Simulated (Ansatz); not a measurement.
Entries from a set of simulations; values are calculated unless marked as measured.

```cif
data_sic
_symmetry_space_group_name_H-M 'P6_3mc'
_symmetry_Int_Tables_number 186
_cell_length_a 3.0757
_cell_length_b 3.0757
_cell_length_c 10.0706
_cell_angle_alpha 90.000
_cell_angle_beta 90.000
_cell_angle_gamma 120.000
_cell_volume 82.50
loop_
_atom_site_label
_atom_site_type_symbol
_atom_site_symmetry_multiplicity
_atom_site_Wyckoff_symbol
_atom_site_fract_x
_atom_site_fract_y
_atom_site_fract_z
_atom_site_occupancy
Si1 Si 2 b 0.66667 0.33333 0.93784 1
Si2 Si 2 a 0.00000 0.00000 0.68789 1
C1 C 2 b 0.66667 0.33333 0.74980 1
C2 C 2 a 0.00000 0.00000 0.50046 1
_calc_subject 'SiC (P6_3mc): band gap by G0W0 on HSE06'
_calc_method 'G0W0 on HSE06, plane waves, PAW (and 1 further level or step)'
_calc_program 'Ansatz 0.2.0'
_calc_settings_of_one_run 'cutoff 420 eV, 6×6×2 k-mesh, default PAW, empty bands 246, screening cutoff 120 eV, screening contour deformation, QP bands (v2, c2), PAW set soft 2'
_calc_cost '2 runs, 70 s in all on 1 × NVIDIA H100 80GB HBM3 (shared by 6 runs) with 3 threads of AMD EPYC 7R13 (Zen 3), shared host (the runs of this entry)'
_calc_notes 'In doubt: masses and optical values from hybrid runs of this build are listed as unsure (in some of the runs), which bears on the screening that GW takes from such a start. The cell and positions are those that the Materials Project relaxed with its own functionals (PBE, PBE+U or r2SCAN), kept fixed. The differences hold parts that these runs do not separate: finite bands, cutoffs and mesh, points of the zone that were not corrected, the start of G0W0, spin-orbit coupling missing from it, static nuclei, no electron-hole attraction, a cell that is not a measured one, and what each experiment reads as the gap. How much each gives is not known from the steps shown.'
_calc_hse06_gap_over_mesh_and_listed_points '3.141 eV, from k = Γ to k = (0.500, 0.000, 0.000)'
_calc_g0w0_hse06_gap_over_10_of_14_irreducible_mesh_points '3.399 eV, from k = Γ to k = (0.000, -0.500, 0.000)'
_calc_gw_settings '6×6×2 mesh, 246 empty bands, screening to 120 eV'
_calc_known_limits 'finite bands, screening cutoff and k mesh; no spin-orbit coupling in G0W0'
```

```cif
data_sic
_symmetry_space_group_name_H-M 'P6_3mc'
_symmetry_Int_Tables_number 186
_cell_length_a 3.0757
_cell_length_b 3.0757
_cell_length_c 10.0706
_cell_angle_alpha 90.000
_cell_angle_beta 90.000
_cell_angle_gamma 120.000
_cell_volume 82.50
loop_
_atom_site_label
_atom_site_type_symbol
_atom_site_symmetry_multiplicity
_atom_site_Wyckoff_symbol
_atom_site_fract_x
_atom_site_fract_y
_atom_site_fract_z
_atom_site_occupancy
Si1 Si 2 b 0.66667 0.33333 0.93784 1
Si2 Si 2 a 0.00000 0.00000 0.68789 1
C1 C 2 b 0.66667 0.33333 0.74980 1
C2 C 2 a 0.00000 0.00000 0.50046 1
_calc_subject 'Quasiparticle gap of SiC (P6_3mc)'
_calc_method 'DFT, PBE, plane waves, PAW (and 1 further level or step)'
_calc_program 'Ansatz 0.2.0'
_calc_settings_of_one_run 'cutoff 420 eV, 12×12×2 k-mesh, smearing width 0.02 eV, default PAW, PAW set soft 2'
_calc_cost '2 runs, 70 s in all on 1 × NVIDIA H100 80GB HBM3 (shared by 6 runs) with 3 threads of AMD EPYC 7R13 (Zen 3), shared host (the runs of this entry)'
_calc_notes 'The cell and positions are those that the Materials Project relaxed with its own functionals (PBE, PBE+U or r2SCAN), kept fixed. From 103 bands and 60 eV to 545 bands and 200 eV the gap moves by 3.136 − 2.756 = +0.380 eV (rung by rung 2.756, 3.009, 3.136 eV); bands and screening cutoff rise together, so their parts are not told apart. A line in one over the bands through the two highest rungs gives 3.136 + (3.136 − 3.009) × 262 / (545 − 262) = 3.254 eV, and through the pair below 3.009 + (3.009 − 2.756) × 103 / (262 − 103) = 3.173 eV. The two differ by 0.081 eV, not under the 0.030 eV asked, so the law does not hold well over these rungs and the limit is not known. The differences hold parts that these runs do not separate: finite bands, cutoffs and mesh, points of the zone that were not corrected, the start of G0W0, spin-orbit coupling missing from it, static nuclei, no electron-hole attraction, a cell that is not a measured one, and what each experiment reads as the gap. How much each gives is not known from the steps shown.'
_calc_pbe_gap_over_mesh_and_path '2.227 eV, from k = Γ to k = (0.500, 0.000, 0.000)'
_calc_g0w0_pbe_gap_over_10_of_14_irreducible_mesh_points '3.136 eV, from k = Γ to k = (0.000, -0.500, 0.000)'
_calc_gw_settings '6×6×2 mesh, 529 empty bands, screening to 200 eV'
_calc_known_limits 'finite bands, screening cutoff and k mesh; no spin-orbit coupling in G0W0'
```

[Paths, hosts, dates, memory and timing lines, banners, echoed tables and standing remarks are left out of the program output.]

[Logs are printed without paths, hosts, clocks, repeated set-up lines and the standing remarks that a program may print on its own settings, such as how far it seeks lower states.]

[Runs of the session that timed out or met a known fault of the program may be left out.]

[Cells called generated may have been cut or substituted from an entry of the Crystallography Open Database or the Materials Project.]

[Hosts, paths, dates, database ids (printed as entryN), source tags and the programs' standing remarks are cut or masked in the printed files.]
